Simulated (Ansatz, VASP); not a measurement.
**Be in VASP and in Ansatz**

```xyz
1
Lattice="0.0000 1.5786 1.5786 1.5786 0.0000 1.5786 1.5786 1.5786 0.0000" Properties=species:S:1:pos:R:3 pbc="T T T"
Be    0.0000    0.0000    0.0000
```

Alike in both runs: task relaxation of cell and atoms; functional PBE; k mesh 30 × 30 × 30; occupations gaussian, width 0.1 eV; no spin polarisation.

|  | VASP | Ansatz |
| --- | --- | --- |
| version | VASP 6.6.1 | Ansatz 0.2.0 |
| potentials or method | VASP PAW PBE potentials, release 64 (Be) | scalar-relativistic, plane waves, PAW |
| plane-wave cutoff (eV) | 600 | 420 |
| valence electrons in the cell | 2 | 2 |

```tsv
	VASP	Ansatz	Ansatz less VASP
gap on the k mesh at the Fermi level, each at its own relaxed structure (eV)	none	none	-
relaxed volume (Å³/atom)	7.87	7.87	0.000
relaxed cell length with the largest relative difference (Å)	2.232	2.232	0.0000
```

A gap of «none» marks a metal or a gap that the smearing closes.

Caveats: the relaxation stopped at its first step, so nothing moved.
